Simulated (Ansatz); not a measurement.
# TiC (P1) in Ansatz: convergence with xc grid

Aim: find how far xc grid must go before the results for TiC settle, at LDA. This setting moves, with any that are tied to it; all else stays.

Program: Ansatz 0.2.0. These are calculated values, not measurements. Logs are shortened: lines on timing, memory, paths and dates and some standing lists are left out, and cuts for length are marked.

## 1. The cell of the first run

The typed cell holds 2 atoms: a = 3.063 Å, b = 3.063 Å, c = 3.063 Å, α = 60.00°, β = 60.00°, γ = 60.00°.

The cell is a database's computed one.

The cell isn't the ideal one: atoms moved at random, drawn with an rms of 0.1 Å.

## 2. With xc grid 1

Input file input.yaml:

```yaml
crystal:
  lattice:
    - [0.0, 2.1657188437, 2.1657188437]
    - [2.1657188437, 0.0, 2.1657188437]
    - [2.1657188437, 2.1657188437, 0.0]
  atoms:
    - { symbol: Ti, position: [-0.038261, -0.004073, -0.007894] }
    - { symbol: C, position: [0.515814, 0.452573, 0.513912] }
kpoints:
  mp_grid: { grid: [7, 7, 7] }
scf:
  occupations: { method: fermi_dirac, width: 0.05 }
hamiltonian:
  xc: lda
  pseudopotentials: { kind: all_electron, lapw: { basis_error: 0.001 } }
output:
  forces: true
  stress: true
  eigenvalues: true
basis:
  xc_grid: 1
```

Potentials or basis: all-electron LAPW, scalar-relativistic.

The run is started by

```bash
> ansatz run input.yaml --threads 1 --pin off --max-ram 3072MiB --backend cpu --events-out ev --progress --plain --runs-dir out
```

The log of the run:

```text
Warning: RAYON_NUM_THREADS=1 ignored (pool sized by the plan → 1); use --threads N
LAPW: plane waves up to 9.705 Å⁻¹, error target 1.0e-3 eV per atom; small_component_spin mean_spin; C in spheres of 0.874 Å, 6 of its electrons in bands, Dirac shells []; Ti in spheres of 1.128 Å, 20 of its electrons in bands, Dirac shells [] (how accurate: hamiltonian.pseudopotentials.lapw.basis_error, Limitations)
Engine: ansatz 0.2.0, aarch64-unknown-linux-gnu
Pseudopotentials: kind: all_electron
Pseudopotential: Ti, LAPW, valence charge 20, lapw/all_electron/scalar/gaussian/Ti, Koelling and Harmon's equation, gaussian nucleus
Pseudopotential: C, LAPW, valence charge 6, lapw/all_electron/scalar/gaussian/C, Koelling and Harmon's equation, gaussian nucleus
Functional definition: SPW92
  exchange = slater_x
  correlation = pw_c
Crystal: 2 atoms, lattice volume = 20.316 Å³
Basis set: ecut = 358.879857516575 eV, 331 PW (Γ), exchange–correlation at level 1
Bands: 17, of which v1, the nominal top of the filled ones, is band 13 counted from 1 (12 counted from 0)
Symmetry: 1 space group operations
Space group: P1 (ITA 1), of the structure as read, at distance tolerance 2.7e-5 Å
k-points: 172 of 343 (time reversal used)
Non-local potential: Ti, projectors of the file, none
Non-local potential: C, projectors of the file, none
Initial density: superposition of atomic densities (chi_scale 0.1, normalization cell, long waves kept (reshape's long-wave potential 0.00 eV rms))
Initial wavefunctions: plane waves of lowest kinetic energy (no species holds an atomic orbital)
Functional: x = slater, c = lda
iter 1 solved again at ethr=2.81e-2 eV; its pass at ethr=1.00e-1 eV (dr2=7.32e0 eV) is discarded
SCF iter   1: F=—  HF=-24217.090373 eV  |F-HF|=—  |Δ(HF+E_count)|=         —  Δρ=1.68e-1  dr2=7.32e0  ethr=2.81e-2  ⟨swp⟩=2.0  Hψ=17958  notcnv=0
preconditioner: auto → none  [insulator: Δε(μ)=0.669 eV  Ē_g=20.440 eV  σ=0.050 eV  W_gap=0.51  n_scr=8 (ndim 8)  ℏωp=30.8 eV  f_vac=0.000  D(μ)=0.13/eV (n_scr^D=0)  ε∞_Penn≈3.3]
SCF iter   2: F=—  HF=-24218.185088 eV  |F-HF|=—  |Δ(HF+E_count)|=    1.09e0  Δρ=1.97e-1  dr2=9.88e0  ethr=2.81e-2  ⟨swp⟩=3.0  Hψ=9343  notcnv=0
iter 3 solved again at ethr=8.70e-4 eV; its pass at ethr=2.81e-2 eV (dr2=2.26e-1 eV) is discarded
SCF iter   3: F=—  HF=-24214.835163 eV  |F-HF|=—  |Δ(HF+E_count)|=    3.35e0  Δρ=3.41e-2  dr2=2.26e-1  ethr=8.70e-4  ⟨swp⟩=2.0  Hψ=14626  notcnv=0
SCF iter   4: F=—  HF=-24214.743020 eV  |F-HF|=—  |Δ(HF+E_count)|=         —  Δρ=1.12e-2  dr2=1.42e-2  ethr=8.69e-4  ⟨swp⟩=3.0  Hψ=9345  notcnv=0
the basis was enlarged: its passes take 157.3 KiB over the memory plan, 1 of 1 planned eigensolver slots
SCF iter   5: F=—  HF=-24214.738674 eV  |F-HF|=—  |Δ(HF+E_count)|=   4.35e-3  Δρ=3.54e-3  dr2=3.13e-3  ethr=5.45e-5  ⟨swp⟩=2.0  Hψ=8905  notcnv=0
SCF iter   6: F=—  HF=-24214.737548 eV  |F-HF|=—  |Δ(HF+E_count)|=   1.13e-3  Δρ=1.18e-3  dr2=3.22e-4  ethr=1.20e-5  ⟨swp⟩=2.0  Hψ=8261  notcnv=0
SCF iter   7: F=—  HF=-24214.737324 eV  |F-HF|=—  |Δ(HF+E_count)|=   2.24e-4  Δρ=3.56e-4  dr2=2.32e-5  ethr=1.24e-6  ⟨swp⟩=2.0  Hψ=8261  notcnv=0
SCF iter   8: F=—  HF=-24214.737295 eV  |F-HF|=—  |Δ(HF+E_count)|=   2.89e-5  Δρ=1.46e-4  dr2=3.76e-6  ethr=8.94e-8  ⟨swp⟩=2.2  Hψ=8302  notcnv=0
SCF iter   9: F=—  HF=-24214.737290 eV  |F-HF|=—  |Δ(HF+E_count)|=   4.95e-6  Δρ=4.07e-5  dr2=2.95e-7  ethr=1.44e-8  ⟨swp⟩=2.7  Hψ=8433  notcnv=0
SCF iter  10: F=-24214.737290 eV  HF=-24214.737290 eV  |F-HF|=1.19e-9  |Δ(HF+E_count)|=   4.00e-7  Δρ=1.50e-6  dr2=3.09e-10  ethr=1.13e-9  ⟨swp⟩=3.0  Hψ=8716  notcnv=0
SCF 1 converged in 10 iterations: F = -24214.737290 eV  dr2 = 3.09e-10
SCF converged after 10 iterations
Free energy (F): -24214.737290 eV
Harris-Foulkes:  -24214.737290 eV  (|F-HF|=1.19e-9)
Internal energy: -24214.735616 eV  (E = F + TS)
E sigma→0 (E₀):  -24214.736453 eV
Entropy (-TS):   -0.001674 eV (-0.837 meV/atom)
Fermi energy:    14.795530 eV
--- Per-component energies (eV) ---
  E_band       = -4164.712292
  E_kinetic    = 24416.274748
  E_xc         = -1237.022590
  E_electrostatic = -47393.987774  (all electrons and nuclei)
  E_smearing   = -0.001674  (= −TS)
  E_closure    = 0.000000  (closes the sum)
  E_atoms      = -24195.367548  (free atoms, spherical and without spin; not in F)
  Σ components = -24214.737290   (vs F -24214.737290, Δ=0.00e0)
  Basis errors (estimates in eV, not in F): energy 3.8e-4 per atom: plane waves 3.5e-4 (2.0e-4 summed), levels above the bands 1.6e-31, relativity 8.8e-9, radial functions 3.2e-5, core shells 1.8e-11; eigenvalues (radial functions only) 1.8e-6; not estimated: angular momenta, meshes, grids; target (lapw.basis_error) 1.0e-3; muffin-tin radii C 0.874 Å, Ti 1.128 Å
--- Forces (eV/Å), atoms counted from 1 ---
  atom   1  Ti    -0.36825957     1.42858666     0.17818803
  atom   2  C      0.36826094    -1.42858863    -0.17818849
  max |Σ_I F_I| component: 1.98e-6 eV/Å
--- Stress (GPa, compression-positive) ---
      -11.096503       1.040549       0.228025
        1.040549      -4.210756      -0.524632
        0.228025      -0.524632     -11.627051
  P = ⅓ Tr σ = -8.9781 GPa (-89.781 kbar)
--- Band table (eV; the first three rows and the last of 172) ---
  k-point 0: bands = ["-514.3334", "-422.7787", "-422.7773", "-422.7582", "-246.9539", "-41.1208", "-17.4703", "-17.4686", "-17.4615", "2.6284", "14.7994", "14.8445", "15.1956", "15.4658", "16.4373", "17.2518", "17.3560"]
  k-point 1: bands = ["-514.3334", "-422.7787", "-422.7773", "-422.7582", "-246.9539", "-41.1062", "-17.5688", "-17.4797", "-17.4731", "3.0859", "13.3675", "14.1266", "14.6351", "15.7997", "15.9990", "17.0686", "19.1330"]
  k-point 2: bands = ["-514.3334", "-422.7787", "-422.7773", "-422.7582", "-246.9539", "-41.0732", "-17.7910", "-17.5019", "-17.4952", "4.3076", "11.3430", "12.8188", "13.0248", "16.6678", "16.7401", "17.7224", "21.2478"]
  k-point 171: bands = ["-514.3334", "-422.7787", "-422.7773", "-422.7582", "-246.9539", "-41.0373", "-17.9439", "-17.5905", "-17.5313", "5.9610", "9.4738", "11.8394", "12.1558", "17.5206", "17.6338", "18.7733", "21.7837"]
```

It took 32 s on 1 thread of Arm Neoverse V2, shared host; peak memory 0.38 GiB.

Results:

```
Free energy            : -24214.7373 eV
Pressure               : -9.0 GPa
Largest force          : 1.486 eV/Å
Band gap on the k mesh : none (metal or under the smearing width)
```

## 3. With xc grid 2

input.yaml: that of step 2 with these lines changed.

```diff
@@ -20,2 +20,2 @@
 basis:
-  xc_grid: 1
+  xc_grid: 2
```

Potentials or basis: all-electron LAPW, scalar-relativistic.

The run is started by

```bash
> ansatz run input.yaml --threads 1 --pin off --max-ram 3072MiB --backend cpu --events-out ev --progress --plain --runs-dir out
```

Run time: 32 s. Hardware: 1 thread of Arm Neoverse V2, shared host; peak memory 0.38 GiB.

What came out:

| Quantity | Value |
| --- | --- |
| Free energy | -24214.7373 eV |
| Pressure | -9.0 GPa |
| Largest force | 1.486 eV/Å |
| Band gap on the k mesh | none (metal or under the smearing width) |

## 4. With xc grid 3

input.yaml: that of step 3 with these lines changed.

```diff
@@ -20,2 +20,2 @@
 basis:
-  xc_grid: 2
+  xc_grid: 3
```

The run is started by

```bash
> ansatz run input.yaml --threads 1 --pin off --max-ram 3072MiB --backend cpu --events-out ev --progress --plain --runs-dir out
```

Wall time 32 s (1 thread of Arm Neoverse V2, shared host); peak memory 0.39 GiB.

The run converged. Its results:

```yaml
Free_energy: -24214.7373 eV
Pressure: -9.0 GPa
Largest_force: 1.486 eV/Å
Band_gap_on_the_k_mesh: none (metal or under the smearing width)
```

## 5. With xc grid 4

input.yaml: that of step 4 with these lines changed.

```diff
@@ -20,2 +20,2 @@
 basis:
-  xc_grid: 3
+  xc_grid: 4
```

The run is started by

```bash
> ansatz run input.yaml --threads 1 --pin off --max-ram 3072MiB --backend cpu --events-out ev --progress --plain --runs-dir out
```

It took 33 s on 1 thread of Arm Neoverse V2, shared host; peak memory 0.39 GiB.

Results (log left out):

```yaml
Free_energy: -24214.7373 eV
Pressure: -9.0 GPa
Largest_force: 1.486 eV/Å
Band_gap_on_the_k_mesh: none (metal or under the smearing width)
```

## 6. The series at a glance

```csv
xc grid,"energy less the tightest run, at zero smearing (meV/atom)",SCF cycles,CPU time (s),peak memory (GiB)
1,0.00,10,32,0.38
2,0.00,10,32,0.38
3,0.00,10,32,0.39
4,0.00,10,33,0.39
```

Against the tightest run, the energy stays within 1 meV/atom from 1 on. The tightest run that finished is the yardstick and may itself not be fully converged.

Caveats: the k mesh is thin for a metal, which can move the energy by tens of meV per atom.
